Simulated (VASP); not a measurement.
Set up this calculation in VASP 6.6.1, as the native input.

```
Task                   : work function
Functional             : PBE
Potentials or basis    : VASP PAW PBE potentials, release 64 (Cu, O)
Cutoff                 : 500 eV
k mesh                 : 9 × 9 × 1
Occupations            : tetrahedron
Spin                   : no spin polarisation
Further INCAR settings : ALGO = Normal; EDIFF = 1e-06
```

The structure of Cu6O5 lies in POSCAR:

```
Cu6O5
1.0
    2.9328708085      0.0000000000      0.0000000000
   -0.2297489625      2.9238581692      0.0000000000
    0.0000000000      0.0000000000     27.8898200000
Cu O
6 5
Cartesian
    1.4664354043      0.0000000000      7.5000000000
   -0.1148744813      1.4619290846     10.0779640000
    1.4664354043      0.0000000000     12.6559280000
   -0.1148744813      1.4619290846     15.2338920000
    1.4664354043      0.0000000000     17.8118560000
   -0.1148744813      1.4619290846     20.3898200000
    1.3515609230      1.4619290846      8.7889820000
    1.3515609230      1.4619290846     11.3669460000
    1.3515609230      1.4619290846     13.9449100000
    1.3515609230      1.4619290846     16.5228740000
    1.3515609230      1.4619290846     19.1008380000
```

The cell isn't the ideal one: the (0 0 1) slab of CuO, cut from the database cell, not relaxed.

The input as run:

INCAR

```
SYSTEM = Cu6O5
PREC     = Accurate       ! precision mode
ENCUT    = 500            ! plane-wave cutoff, eV
EDIFF    = 1E-6           ! SCF threshold, eV
ISMEAR   = -5             ! smearing method
SIGMA    = 0.05           ! smearing width, eV
LREAL    = .False.        ! projectors in reciprocal space
LASPH    = .True.         ! aspherical terms in the spheres
NELM     = 60             ! most SCF steps
ALGO     = Normal         ! electronic algorithm
ISIF     = 2              ! what is computed and relaxed
LWAVE    = .False.        ! write WAVECAR
LCHARG   = .True.         ! write CHGCAR
GGA      = PE             ! functional
LELF     = .True.         ! ELF
LVHAR    = .True.       
LVACPOTAV= .True.
```

KPOINTS

```
Automatic mesh
0
Gamma
  9 9 1
  0 0 0
```

Potentials or basis: VASP PAW PBE potentials, release 64 (Cu, O).

The run is started by

```console
$ cat potpaw_PBE.64/Cu/POTCAR potpaw_PBE.64/O/POTCAR > POTCAR
$ mpirun -np 1 vasp_std > vasp.out
```

Results of the run:

```
Largest force          : 0.436 eV/Å
Band gap on the k mesh : none (metal or under the smearing width)
```

Caveat: the run has no spin polarisation, though such a crystal can be magnetic; semilocal functionals often make such compounds metallic where correlation or magnetic order opens a gap, which also shifts bond lengths; tetrahedron occupations give inexact forces and stress in metals.

It took 11 min on 1 thread of Intel(R) Xeon(R) Platinum 8488C (Sapphire Rapids) (shared host), peak memory 0.48 GiB.
